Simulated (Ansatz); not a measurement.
Structure relaxation of S

These are results of DFT PBE, scalar-relativistic, plane waves, PAW in Ansatz, not measurements.

The start is a database structure of S, space group C2/c (No. 15).

Input of the last, converged step (default PAW datasets):

```yaml
crystal:
  lattice:
    - [6.8458426315, -5.5220733992, 0.1340859893]
    - [6.8458426315, 5.5220733992, 0.1340859893]
    - [-2.3612030603, 0.0, 9.2402852102]
  atoms:
    - { symbol: S, position: [0.7545032948, 0.9390707632, 0.1575117895] }
    - { symbol: S, position: [1.0116043991, 0.6030180063, 0.8092461312] }
    - { symbol: S, position: [-0.0116043991, 0.3969819937, 0.1907538688] }
    - { symbol: S, position: [0.2454967052, 0.0609292368, 0.8424882105] }
    - { symbol: S, position: [0.3936866979, 0.7618721248, 0.5867602638] }
    - { symbol: S, position: [0.5278195612, 0.6131417106, 0.7297782063] }
    - { symbol: S, position: [0.9390707632, 0.7545032948, 0.6575117895] }
    - { symbol: S, position: [0.0209505675, 0.1186597202, 0.72748555] }
    - { symbol: S, position: [0.3969819937, -0.0116043991, 0.6907538688] }
    - { symbol: S, position: [0.0609292368, 0.2454967052, 0.3424882105] }
    - { symbol: S, position: [0.8813402798, 0.9790494325, 0.77251445] }
    - { symbol: S, position: [0.6131417106, 0.5278195612, 0.2297782063] }
    - { symbol: S, position: [0.7618721248, 0.3936866979, 0.0867602638] }
    - { symbol: S, position: [0.9790494325, 0.8813402798, 0.27251445] }
    - { symbol: S, position: [0.6063133021, 0.2381278752, 0.4132397362] }
    - { symbol: S, position: [0.1186597202, 0.0209505675, 0.22748555] }
    - { symbol: S, position: [0.6030180063, 1.0116043991, 0.3092461312] }
    - { symbol: S, position: [0.3868582894, 0.4721804388, 0.7702217937] }
    - { symbol: S, position: [0.4721804388, 0.3868582894, 0.2702217937] }
    - { symbol: S, position: [0.2381278752, 0.6063133021, 0.9132397362] }
basis:
  ecutwfc: 420
kpoints:
  mp_grid: { grid: [4, 4, 4] }
hamiltonian:
  xc: pbe
scf:
  occupations: { method: gaussian, width: 0.02 }
output:
  forces: true
  stress: true
  eigenvalues: true
relax:
  adjacent_minimum: "off"
  f_tol: 0.01
  max_steps: 80
  cell: { stress_tol: 0.05 }
```

It can be run as:

```bash
ansatz run input.yaml --threads 1 --pin off --backend cpu --events-out ev --progress --plain --runs-dir out  # memory cap (--max-ram) not shown
```

End of the output:

```
SCF converged after 6 iterations
Free energy (F): -18040.596147 eV
Harris-Foulkes:  -18040.596147 eV  (|F-HF|=7.28e-12)
Internal energy: -18040.596147 eV  (E = F + TS)
E sigma→0 (E₀):  -18040.596147 eV
Fermi energy:    1.715964 eV
--- Per-component energies (eV) ---
  E_band       = -671.845830
  E_kinetic    = 2111.910579
  E_local      = -5135.569033  (includes V_loc(G=0)·N_el)
  E_nonlocal   = 579.457565
  E_hartree    = 1798.628854
  E_xc         = -1925.354610
  E_vxc        = -1724.979781  (∫ρ·V_xc dr)
  E_paw        = -12005.368125  (= ΣΔE_a)
  E_vpaw       = -99.922961  (= ΣTr[D̂ρ^β])
  E_aug_tail   = 0.000031  (compensation charges beyond the density's cutoff)
  E_ewald      = -3464.301410
  E_smearing   =  0.000000  (= −TS)
  E_closure    = 0.000000  (closes the sum)
  Σ components = -18040.596147   (vs F -18040.596147, Δ=0.00e0)
--- Forces (eV/Å), atoms counted from 1 ---
  atom   1  S     -0.00445965     0.00035719     0.00157927
  atom   2  S      0.00181390    -0.00070083     0.00031793
  atom   3  S     -0.00181390     0.00070083    -0.00031793
  atom   4  S      0.00445965    -0.00035719    -0.00157927
  atom   5  S     -0.00144480    -0.00031360     0.00070441
  atom   6  S      0.00127400     0.00083651    -0.00164316
  atom   7  S     -0.00445965    -0.00035719     0.00157927
  atom   8  S     -0.00517233    -0.00015198     0.00085357
  atom   9  S     -0.00181390    -0.00070083    -0.00031793
  atom  10  S      0.00445965     0.00035719    -0.00157927
  atom  11  S      0.00517233    -0.00015198    -0.00085357
  atom  12  S      0.00127400    -0.00083651    -0.00164316
  atom  13  S     -0.00144480     0.00031360     0.00070441
  atom  14  S      0.00517233     0.00015198    -0.00085357
  atom  15  S      0.00144480     0.00031360    -0.00070441
  atom  16  S     -0.00517233     0.00015198     0.00085357
  atom  17  S      0.00181390     0.00070083     0.00031793
  atom  18  S     -0.00127400     0.00083651     0.00164316
  atom  19  S     -0.00127400    -0.00083651     0.00164316
  atom  20  S      0.00144480    -0.00031360    -0.00070441
  max |Σ_I F_I| component: 8.67e-19 eV/Å
--- Stress (GPa, compression-positive) ---
        0.003167       0.000000       0.006303
        0.000000      -0.008404       0.000000
        0.006303       0.000000      -0.002734
  P = ⅓ Tr σ = -0.0027 GPa (-0.027 kbar)
--- Relaxed structure (1 steps of the walk, 1 accepted, 1 SCFs on fresh bases) ---
  F+E_penalty+E_count = -18040.59614743 eV   max|allowed force component| = 5.172e-3 eV/Å   (the final SCF, on the basis selected at the relaxed cell)
  cell:  # Å, volume = 702.1222 Å³
    - [6.845843, -5.522073, 0.134086]
    - [6.845843, 5.522073, 0.134086]
    - [-2.361203, 0.0, 9.240285]
  atoms:
    - { symbol: S, position: [0.754503, 0.939071, 0.157512] }
    - { symbol: S, position: [1.011604, 0.603018, 0.809246] }
    - { symbol: S, position: [-0.011604, 0.396982, 0.190754] }
    - { symbol: S, position: [0.245497, 0.060929, 0.842488] }
    - { symbol: S, position: [0.393687, 0.761872, 0.586760] }
    - { symbol: S, position: [0.527820, 0.613142, 0.729778] }
    - { symbol: S, position: [0.939071, 0.754503, 0.657512] }
    - { symbol: S, position: [0.020951, 0.118660, 0.727486] }
    - { symbol: S, position: [0.396982, -0.011604, 0.690754] }
    - { symbol: S, position: [0.060929, 0.245497, 0.342488] }
    - { symbol: S, position: [0.881340, 0.979049, 0.77251445] }
    - { symbol: S, position: [0.613142, 0.527820, 0.229778] }
    - { symbol: S, position: [0.761872, 0.393687, 0.086760] }
    - { symbol: S, position: [0.979049, 0.881340, 0.27251445] }
    - { symbol: S, position: [0.606313, 0.238128, 0.413240] }
    - { symbol: S, position: [0.118660, 0.020951, 0.22748555] }
    - { symbol: S, position: [0.603018, 1.011604, 0.309246] }
    - { symbol: S, position: [0.386858, 0.472180, 0.770222] }
    - { symbol: S, position: [0.472180, 0.386858, 0.270222] }
    - { symbol: S, position: [0.238128, 0.606313, 0.913240] }
```

Total energies depend on the potentials used, so only differences within one code and one set of settings carry meaning.

The result has space group C2/c (No. 15). Around S on Wyckoff site f (4 atoms of the primitive cell) lie 2 S at 2.07–2.09 Å; S on Wyckoff site f (4 atoms of the primitive cell) has 2 S at 2.07 Å; S on Wyckoff site f (4 atoms of the primitive cell) is coordinated by 2 S at 2.07–2.09 Å; around S on Wyckoff site f (4 atoms of the primitive cell) lie 2 S at 2.05–2.09 Å.

It lies 0.030 eV/atom above the element's standard state at the same level.

Weakly bound directions are ill-defined at this level, which has no dispersion term.

A structure relaxed within its symmetry needn't be a true minimum.